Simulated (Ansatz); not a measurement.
# V2O3: the cost of one run

Method: DFT PBE, scalar-relativistic, plane waves, PAW, in Ansatz 0.2.0.

**1. The system as given**

It takes space group R-3c (No. 167, trigonal). The conventional cell has a = 4.852 Å, b = 4.852 Å, c = 14.312 Å, α = 90.00°, β = 90.00°, γ = 120.00°. V (site symmetry 3) is surrounded by 6 O at 1.97 to 2.04 Å. O (site symmetry 2) has 4 V at 1.97 to 2.04 Å as nearest neighbours.

Structure file:

```cif
data_structure
_symmetry_space_group_name_H-M 'P 1'
_symmetry_Int_Tables_number 1
_cell_length_a 5.5322
_cell_length_b 5.5322
_cell_length_c 5.5322
_cell_angle_alpha 52.018
_cell_angle_beta 52.018
_cell_angle_gamma 52.018
_cell_volume 97.26
loop_
_atom_site_label
_atom_site_type_symbol
_atom_site_fract_x
_atom_site_fract_y
_atom_site_fract_z
_atom_site_occupancy
V1 V 0.34029 0.34029 0.34029 1
V2 V 0.15971 0.15971 0.15971 1
V3 V 0.65971 0.65971 0.65971 1
V4 V 0.84029 0.84029 0.84029 1
O1 O 0.57445 0.92555 0.25000 1
O2 O 0.25000 0.57445 0.92555 1
O3 O 0.92555 0.25000 0.57445 1
O4 O 0.42555 0.07445 0.75000 1
O5 O 0.75000 0.42555 0.07445 1
O6 O 0.07445 0.75000 0.42555 1
```

An earlier run at PBE left this cell at 9.726 Å³/atom and 0.02 GPa (6×6×6 mesh).

**2. Antiferromagnetic, in the cell as typed**

Contents of input.yaml:

```yaml
crystal:
  lattice:
    - [2.4259268176, 1.4006095012, 4.7705934133]
    - [-2.4259268176, 1.4006095012, 4.7705934133]
    - [0.0, -2.8012190023, 4.7705934133]
  atoms:
    - { symbol: V, position: [0.3402853333, 0.3402853333, 0.3402853333], spin: 2.0 }
    - { symbol: V, position: [0.1597146667, 0.1597146667, 0.1597146667], spin: -2.0 }
    - { symbol: V, position: [0.6597146667, 0.6597146667, 0.6597146667], spin: -2.0 }
    - { symbol: V, position: [0.8402853333, 0.8402853333, 0.8402853333], spin: 2.0 }
    - { symbol: O, position: [0.5744492793, 0.9255507207, 0.25] }
    - { symbol: O, position: [0.25, 0.5744492793, 0.9255507207] }
    - { symbol: O, position: [0.9255507207, 0.25, 0.5744492793] }
    - { symbol: O, position: [0.4255507207, 0.0744492793, 0.75] }
    - { symbol: O, position: [0.75, 0.4255507207, 0.0744492793] }
    - { symbol: O, position: [0.0744492793, 0.75, 0.4255507207] }
basis:
  ecutwfc: 420
  ecutrho_ratio: 4
kpoints:
  mp_grid: { grid: [6, 6, 6] }
hamiltonian:
  xc: pbe
scf:
  occupations: { method: gaussian, width: 0.05 }
  lower_state_search: "off"
output:
  forces: true
  stress: true
  eigenvalues: true
  populations: true
magnetization:
  spin_polarized: true
```

The run is started by

```bash
ansatz run input.yaml --threads 2 --pin off --max-ram 5120MiB --backend cpu --events-out ev --progress --plain --runs-dir out
```

**Question.** How long does this run take on 2 threads of Arm Neoverse V2, shared host, and how much memory does it need?

About 39 s, with a peak of 0.55 GiB.
